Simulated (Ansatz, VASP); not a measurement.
# Ge in VASP and in Ansatz

```xyz
2
Lattice="0.0000 2.9735 2.9735 2.9735 0.0000 2.9735 2.9735 2.9735 0.0000" Properties=species:S:1:pos:R:3 pbc="T T T"
Ge    0.0000    0.0000    0.0000
Ge    1.4868    1.4868    1.4868
```

Alike in both runs: task single point; functional PBE; k mesh 14 × 14 × 14; occupations gaussian, width 0.1 eV; no spin polarisation.

|  | VASP | Ansatz |
| --- | --- | --- |
| version | VASP 6.6.1 | Ansatz 0.2.0 |
| potentials or method | VASP PAW PBE potentials, release 64 (Ge_d) | scalar-relativistic, plane waves, PAW |
| plane-wave cutoff (eV) | 520 | 420 |
| valence electrons in the cell | 28 | 28 |

```tsv
	VASP	Ansatz	Ansatz less VASP
gap on the k mesh at the Fermi level (eV)	none	none	-
pressure (GPa)	-4.4	-4.4	+0.01
```

A gap of «none» marks a metal or a gap that the smearing closes.
